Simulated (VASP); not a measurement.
# Se (Im-3m) in VASP: further runs

One crystal, Se, is run at these levels: PBE+D3(BJ); tasks: single point.

Program: VASP 6.6.1. These are calculated values, not measurements. Logs are shortened: lines on timing, memory, paths and dates and some standing lists are left out, and cuts for length are marked.

## (1) Starting point

The structure is cubic, space group Im-3m (No. 229). The conventional cell has a = 3.407 Å, b = 3.407 Å, c = 3.407 Å, α = 90.00°, β = 90.00°, γ = 90.00°. Around Se (site symmetry m-3m) lie 8 Se at 2.95 Å.

This isn't the form of Se at room conditions, which is trigonal, of chains.

## (2) Single point, PBE+D3(BJ)

INCAR

```
PREC = Accurate
ENCUT = 520
EDIFF = 1E-7
ISMEAR = 0
SIGMA = 0.15
LREAL = F
LASPH = T
NELM = 60
ALGO = Normal
ISIF = 2
LWAVE = F
LCHARG = F
GGA = PE
IVDW = 12
NBANDS = 9
```

KPOINTS

```
regular mesh
0
Gamma
  20 20 20
```

POSCAR

```
Se
1.0
   -1.7034486149      1.7034486149      1.7034486149
    1.7034486149     -1.7034486149      1.7034486149
    1.7034486149      1.7034486149     -1.7034486149
Se
1
Direct
    0.0000000000      0.0000000000      0.0000000000
```

Potentials or basis: VASP PAW PBE potentials, release 64 (Se).

Started as:

```console
$ cat potpaw_PBE.64/Se/POTCAR > POTCAR
$ mpirun -np 1 vasp_std > vasp.out
```

OUTCAR:

```text
PREC = Accurate
   ENCUT = 520
   EDIFF = 1E-7
   ISMEAR = 0
   LREAL = F
   LASPH = T
   NELM = 60
   ISIF = 2
   GGA = PE
   IVDW = 12
 IVDW          = 12

 ion  position               nearest neighbor table
   1  0.000  0.000  0.000-

  LATTYP: Found a body centered cubic cell.
 ALAT       =     3.4068972298

  Lattice vectors:

 A1 = (  -1.7034486149,   1.7034486149,   1.7034486149)
 A2 = (   1.7034486149,  -1.7034486149,   1.7034486149)
 A3 = (   1.7034486149,   1.7034486149,  -1.7034486149)

Analysis of symmetry for initial positions (statically):
=====================================================================
 Subroutine PRICEL returns:
 Original cell was already a primitive cell.

 Routine SETGRP: Setting up the symmetry group for a
 body centered cubic supercell.

 Subroutine GETGRP returns: Found 48 space group operations
 (whereof 48 operations were pure point group operations)
 out of a pool of 48 trial point group operations.

The static configuration has the point symmetry O_h .

Analysis of symmetry for dynamics (positions and initial velocities):
=====================================================================
 Subroutine PRICEL returns:
 Original cell was already a primitive cell.

 Routine SETGRP: Setting up the symmetry group for a
 body centered cubic supercell.

 Subroutine GETGRP returns: Found 48 space group operations
 (whereof 48 operations were pure point group operations)
 out of a pool of 48 trial point group operations.

The dynamic configuration has the point symmetry O_h .

 Subroutine INISYM returns: Found 48 space group operations
 (whereof 48 operations are pure point group operations),
 and found     1 'primitive' translations

----------------------------------------------------------------------------------------

                                     Primitive cell

  volume of cell :      19.7718

  direct lattice vectors                    reciprocal lattice vectors
    -1.703448615  1.703448615  1.703448615     0.000000000  0.293522209  0.293522209
     1.703448615 -1.703448615  1.703448615     0.293522209  0.000000000  0.293522209
     1.703448615  1.703448615 -1.703448615     0.293522209  0.293522209  0.000000000

  length of vectors
     2.950459549  2.950459549  2.950459549     0.415103089  0.415103089  0.415103089

  position of ions in fractional coordinates (direct lattice)
     0.000000000  0.000000000  0.000000000

  ion indices of the primitive-cell ions
   primitive index   ion index
                 1           1

----------------------------------------------------------------------------------------

 KPOINTS: regular mesh

Automatic generation of k-mesh.
 Grid dimensions read from file:
 generate k-points for:   20   20   20

 Generating k-lattice:

  Cartesian coordinates                     Fractional coordinates (reciprocal lattice)
     0.000000000  0.014676110  0.014676110     0.050000000  0.000000000  0.000000000
     0.014676110  0.000000000  0.014676110     0.000000000  0.050000000  0.000000000
     0.014676110  0.014676110  0.000000000     0.000000000  0.000000000  0.050000000

  Length of vectors
     0.020755154  0.020755154  0.020755154

  Shift w.r.t. Gamma in fractional coordinates (k-lattice)
     0.000000000  0.000000000  0.000000000

 Subroutine IBZKPT returns following result:
 ===========================================

 Found    256 irreducible k-points:

 Following reciprocal coordinates:
            Coordinates               Weight
  0.000000  0.000000  0.000000      1.000000
  0.050000  0.000000  0.000000     12.000000
  0.100000  0.000000  0.000000     12.000000
  0.150000  0.000000  0.000000     12.000000
  0.200000  0.000000  0.000000     12.000000
  0.250000  0.000000  0.000000     12.000000
[... 16 lines left out ...]
  0.200000  0.100000  0.000000     48.000000
  0.250000  0.100000  0.000000     48.000000
 [... further k-points ...]
   k-points           NKPTS =    256   k-points in BZ     NKDIM =    256   number of bands    NBANDS=      9
   number of dos      NEDOS =    301   number of ions     NIONS =      1
   total plane-waves  NPLWV =  13824
   dimension x,y,z NGX =    24 NGY =   24 NGZ =   24
   dimension x,y,z NGXF=    48 NGYF=   48 NGZF=   48
   ions per type =               1
   NGX,Y,Z   is equivalent  to a cutoff of  13.52, 13.52, 13.52 a.u.
   NGXF,Y,Z  is equivalent  to a cutoff of  27.05, 27.05, 27.05 a.u.
 SYSTEM =  unknown system
   PREC   = accura    normal or accurate (medium, high low for compatibility)
   ISTART =      0    job   : 0-new  1-cont  2-samecut
   ICHARG =      2    charge: 1-file 2-atom 10-const
   ISPIN  =      1    spin polarized calculation?
   LNONCOLLINEAR =      F non collinear calculations
   LSORBIT =      F    spin-orbit coupling
   LASPH  =      T    aspherical Exc in radial PAW
   ENCUT  =  520.0 eV  38.22 Ry    6.18 a.u.   5.49  5.49  5.49*2*pi/ulx,y,z
   NELM   =     60;   NELMIN=  2; NELMDL= -5     # of ELM steps
   EDIFF  = 0.1E-06   stopping-criterion for ELM
   LREAL  =      F    real-space projection
   EDIFFG = 0.1E-05   stopping-criterion for IOM
   NSW    =      0    number of steps for IOM
   IBRION =     -1    ionic relax: 0-MD 1-quasi-New 2-CG
   NFREE  =      0    steps in history (QN), initial steepest desc. (CG)
   ISIF   =      2    stress and relaxation
   ISYM   =      2    0-nonsym 1-usesym 2-fastsym
   POTIM  = 0.5000    time-step for ionic-motion
   TEBEG  =    0.0;   TEEND  =   0.0 temperature during run
   PSTRESS=    0.0 pullay stress
   NELECT =       6.0000    total number of electrons
   NUPDOWN=      -1.0000    fix difference up-down
   EMIN   =  10.00;   EMAX   =-10.00  energy-range for DOS
   EFERMI =   0.00;   METHOD = LEGACY
   ISMEAR =     0;   SIGMA  =   0.15  broadening in eV -4-tet -1-fermi 0-gaus
   EFERMI_NEDOS =   21; number of points for ismear=-14 and -15
   IALGO  =     38    algorithm
   IMIX   =      4    mixing-type and parameters
     AMIX     =   0.40;   BMIX     =  1.00
     AMIX_MAG =   1.60;   BMIX_MAG =  1.00
  volume/ion in A,a.u.               =      19.77       133.43
  Fermi-wavevector in a.u.,A,eV,Ry     =   1.100127  2.078939 16.466855  1.210280
  Thomas-Fermi vector in A             =   2.236533
   LORBIT       =      0    0 simple, 1 ext, 2 COOP (PROOUT), +10 PAW based schemes
   GGA     = PE    functional components
   LHFCALC =     F    Hartree Fock is set to
   AEXX    =    0.0000 exact exchange contribution
   IVDW    =    12    specifies the selected vdW correction
   LEPSILON=     F    determine dielectric tensor
   LRPA    =     F    only Hartree local field effects (RPA)
 non-spin polarized calculation
 Gauss-broadening in eV      SIGMA  =   0.15
  energy-cutoff  :      520.00
  volume of cell :       19.77
 maximum number of plane-waves:       555
 NGX is ok and might be reduce to    24
   NGX = 11   NGY = 11   NGZ = 11

 number of electron       6.0000000 magnetization

 Free energy of the ion-electron system (eV)
  ---------------------------------------------------
  ext. energy  EPLUGINS =         0.00000000
  ---------------------------------------------------
  free energy    TOTEN  =        -2.91724727 eV

  energy without entropy =       -2.90988044  energy(sigma->0) =       -2.91356386

 E-fermi :   5.8331     XC(G=0): -10.7234

 val. band max:        5.8220284261   @ k =  -0.4500  -0.4500   0.2000
 cond. band min:       5.8481016858   @ k =  -0.3500   0.3500   0.1000
 fundamental gap:      0.0260732597
 Fermi energy:         5.8331147725

 k-point     1 :       0.0000    0.0000    0.0000
  band No.  band energies     occupation
      1     -10.5185      2.00000
      2       8.9564      0.00000
      3       8.9564      0.00000
      4       8.9564      0.00000
      5      17.3589      0.00000
      6      18.3099      0.00000
      7      18.3099      0.00000
      8      18.3099      0.00000
      9      21.3726      0.00000

 k-point     2 :       0.0500    0.0000    0.0000
  band No.  band energies     occupation
      1     -10.4642      2.00000
      2       8.6020      0.00000
      3       8.8379      0.00000
      4       8.9355      0.00000
      5      17.5624      0.00000
      6      18.0660      0.00000
      7      18.2654      0.00000
      8      18.5448      0.00000
      9      20.7085      0.00000

 k-point     3 :       0.1000    0.0000    0.0000
  band No.  band energies     occupation
      1     -10.3021      2.00000
      2       7.6805      0.00000
      3       8.5181      0.00000
      4       8.8744      0.00000
      5      17.2689      0.00000
      6      17.4931      0.00000
      7      18.7775      0.00000
      8      19.2135      0.00000
      9      20.2743      0.00000

 k-point     4 :       0.1500    0.0000    0.0000
  band No.  band energies     occupation
      1     -10.0348      2.00000
      2       6.4412      0.00000
      3       8.0767      0.00000
      4       8.7779      0.00000
      5      16.3920      0.00000
      6      16.8173      0.00000
      7      19.5909      0.00000
      8      20.2357      0.00000
      9      20.5242      0.00000

 k-point     5 :       0.2000    0.0000    0.0000
  band No.  band energies     occupation
      1      -9.6678      2.00000
      2       5.0645      2.00000
      3       7.5917      0.00000
      4       8.6543      0.00000
      5      15.4715      0.00000
      6      16.1582      0.00000
      7      20.1125      0.00000
      8      20.4660      0.00000
      9      21.5316      0.00000

 k-point     6 :       0.2500    0.0000    0.0000
  band No.  band energies     occupation
      1      -9.2105      2.00000
      2       3.6606      2.00000
      3       7.1205      0.00000
      4       8.5155      0.00000
      5      14.6551      0.00000
      6      15.5677      0.00000
      7      20.6056      0.00000
      8      20.6281      0.00000
      9      23.0448      0.00000
[... 169 lines left out ...]
 k-point    21 :       0.1000    0.1000    0.0000
  band No.  band energies     occupation
      1      -9.8763      2.00000
      2       5.9427      0.30138
      3       7.8345      0.00000
      4       8.4579      0.00000
      5      16.4329      0.00000
      6      16.8840      0.00000
      7      18.8245      0.00000
      8      19.6026      0.00000
      9      21.7112      0.00000

 k-point    22 :       0.1500    0.1000    0.0000
  band No.  band energies     occupation
      1      -9.5129      2.00000
      2       4.7901      2.00000
      3       7.2132      0.00000
      4       8.2559      0.00000
      5      15.8109      0.00000
      6      16.4501      0.00000
      7      19.2155      0.00000
      8      20.0218      0.00000
      9      22.2243      0.00000

 k-point    23 :       0.2000    0.1000    0.0000
  band No.  band energies     occupation
      1      -9.0607      2.00000
      2       3.5523      2.00000
      3       6.5968      0.00000
      4       8.0654      0.00000
      5      15.1613      0.00000
      6      16.0849      0.00000
      7      19.3684      0.00000
      8      21.2168      0.00000
      9      22.7207      0.00000

 k-point    24 :       0.2500    0.1000    0.0000
  band No.  band energies     occupation
      1      -8.5370      2.00000
      2       2.3085      2.00000
      3       6.0636      0.02980
      4       7.8842      0.00000
      5      14.5860      0.00000
      6      15.7880      0.00000
      7      19.6316      0.00000
      8      22.6425      0.00000
      9      23.3054      0.00000

 [... further k-points ...]

------------------------ aborting loop because EDIFF is reached ----------------------------------------

 Edisp (eV)   -0.43980

 E8    (eV) :    -0.1797

  FORCE on cell =-STRESS in cart. coord.  units (eV):
  Direction    XX          YY          ZZ          XY          YZ          ZX
  --------------------------------------------------------------------------------------
  -------------------------------------------------------------------------------------
  Total      -0.14115    -0.14115    -0.14115     0.00000     0.00000    -0.00000
  in kB     -11.43811   -11.43811   -11.43811     0.00000     0.00000    -0.00000
  external pressure =      -11.44 kB  Pullay stress =        0.00 kB

 VOLUME and BASIS-vectors are now :
 -----------------------------------------------------------------------------
  energy-cutoff  :      520.00
  volume of cell :       19.77
      direct lattice vectors                 reciprocal lattice vectors
    -1.703448615  1.703448615  1.703448615     0.000000000  0.293522209  0.293522209
     1.703448615 -1.703448615  1.703448615     0.293522209  0.000000000  0.293522209
     1.703448615  1.703448615 -1.703448615     0.293522209  0.293522209  0.000000000

 POSITION                                       TOTAL-FORCE (eV/Angst)
 -----------------------------------------------------------------------------------
      0.00000      0.00000      0.00000        -0.000000     -0.000000      0.000000
 -----------------------------------------------------------------------------------
    total drift:                               -0.000000     -0.000000      0.000000

  FREE ENERGIE OF THE ION-ELECTRON SYSTEM (eV)
  ---------------------------------------------------
  free  energy   TOTEN  =        -3.3570502843 eV

  energy  without entropy=       -3.3496834504  energy(sigma->0) =       -3.35336687
```

Wall time 14 s (1 thread of AMD EPYC 9R45 (Zen 5), shared host); peak memory 0.15 GiB.

What came out:

| Property | Result |
| --- | --- |
| Free energy | -3.3571 eV |
| Pressure | -1.1 GPa |
| Band gap on the k mesh | none (metal or under the smearing width) |
| Dispersion energy per atom | -0.440 eV |

Levels at points of the mesh, in eV from the Fermi level:
| k point | band 1 | band 2 | band 3 | band 4 | band 5 | band 6 |
| --- | --- | --- | --- | --- | --- | --- |
| (0.00, 0.00, 0.00) | -16.35 | 3.12 | 3.12 | 3.12 | 11.53 | 12.48 |
| (0.50, 0.00, 0.00) | -12.77 | -6.84 | 0.06 | 2.23 | 6.96 | 8.33 |
| (0.50, 0.50, 0.50) | -10.27 | -3.31 | -3.31 | -3.31 | 3.99 | 3.99 |

Caveat: pairwise dispersion overbinds metals, which lowers pressure and volume.

## (3) Single point, PBE+D3(BJ)

INCAR

```
  PREC = Accurate
  ENCUT = 520
  EDIFF = 1E-7
  ISMEAR = 0
  SIGMA = 0.15
  LREAL = F
  LASPH = T
  NELM = 60
  ALGO = Normal
  ISIF = 2
  LWAVE = F
  LCHARG = F
  GGA = PE
  IVDW = 12
  NBANDS = 9
```

KPOINTS

```
Automatic mesh
0
Gamma
  22 22 22
```

POSCAR is that of step 2.

Potentials or basis: VASP PAW PBE potentials, release 64 (Se).

Started as:

```console
$ cat potpaw_PBE.64/Se/POTCAR > POTCAR
$ mpirun -np 1 vasp_std > vasp.out
```

Run time: 18 s. Hardware: 1 thread of AMD EPYC 9R45 (Zen 5), shared host; peak memory 0.16 GiB.

Results (log left out):

| Item | Value |
| --- | --- |
| Free energy | -3.3562 eV |
| Pressure | -1.3 GPa |
| Band gap on the k mesh | none (metal or under the smearing width) |
| Dispersion energy per atom | -0.440 eV |

Levels at points of the mesh, in eV from the Fermi level:
```csv
k point,band 1,band 2,band 3,band 4,band 5,band 6,band 7,band 8
"(0.00, 0.00, 0.00)",-16.41,3.07,3.07,3.07,11.47,12.42,12.42,12.42
"(0.50, 0.00, 0.00)",-12.82,-6.89,0.00,2.17,6.90,8.27,17.50,18.13
"(0.50, 0.50, 0.50)",-10.33,-3.37,-3.37,-3.37,3.93,3.93,22.85,22.85
```

Caveat: pairwise dispersion overbinds metals, which lowers pressure and volume.
